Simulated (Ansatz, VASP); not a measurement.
**Two plane-wave programs on Al2Co**

```
Al Co
1.0
    -2.33810    2.33810    4.22323
     2.33810   -2.33810    4.22323
     2.33810    2.33810   -4.22323
Al Co
4 2
Direct
  0.28047 0.28047 0.00000
  0.03047 0.53047 0.50000
  0.46953 0.96953 0.50000
  0.71953 0.71953 0.00000
  0.00000 0.00000 0.00000
  0.75000 0.25000 0.50000
```

Alike in both runs: functional PBE; k mesh 6 × 6 × 6; occupations gaussian, width 0.1 eV; no spin polarisation.

Ansatz relaxed the structure, and its values are those at the end. VASP's run is a single point on that final structure, the one shown.

|  | VASP | Ansatz |
| --- | --- | --- |
| version | VASP 6.6.1 | Ansatz 0.2.0 |
| potentials or method | VASP PAW PBE potentials, release 64 (Al, Co) | scalar-relativistic, plane waves, PAW |
| plane-wave cutoff (eV) | 520 | 420 |
| valence electrons in the cell | 30 | 46 |

Ansatz gave:

- gap on the k mesh at the Fermi level (eV): none
- pressure (GPa): -0.1

Q: Which values does VASP return?

A: gap on the k mesh at the Fermi level (eV): none; pressure (GPa): -0.2.

A gap of «none» marks a metal or a gap that the smearing closes. With one functional, cell and mesh, what is left measures potentials, basis and numerics. The two sets of potentials don't hold the same shells in valence.

Spin polarisation is off, so any magnetic state and its effect on volume and gap are missing.
